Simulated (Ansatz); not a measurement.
Take a crystal in which Ru has been replaced by Os on all its sites, with the cell rescaled by a rough guess (in some cases also distorted within its space group) and nothing relaxed:

```
Os
1.0
     0.00000    1.92458    1.92458
     1.92458    0.00000    1.92458
     1.92458    1.92458    0.00000
Os
1
Cartesian
  0.0000 0.0000 0.0000
```

All numbers below come from DFT PBEsol, scalar-relativistic, plane waves, PAW in Ansatz 0.2.0.

Plane waves to 420 eV, a k mesh through Γ of 18×18×18 on the computed 1-atom cell and Gaussian smearing (0.10 eV); no spin polarisation.

(1) Will this cell want to expand or contract, and how hard?

(2) Is it a metal on this mesh?

Spin-orbit coupling is left out, which matters for the bands of heavy elements.

Results:

(1) The pressure is -9.1 GPa (positive in compression), so the cell would contract.

(2) Yes, a band crosses the Fermi level.

This fcc form isn't the element's structure at ambient conditions.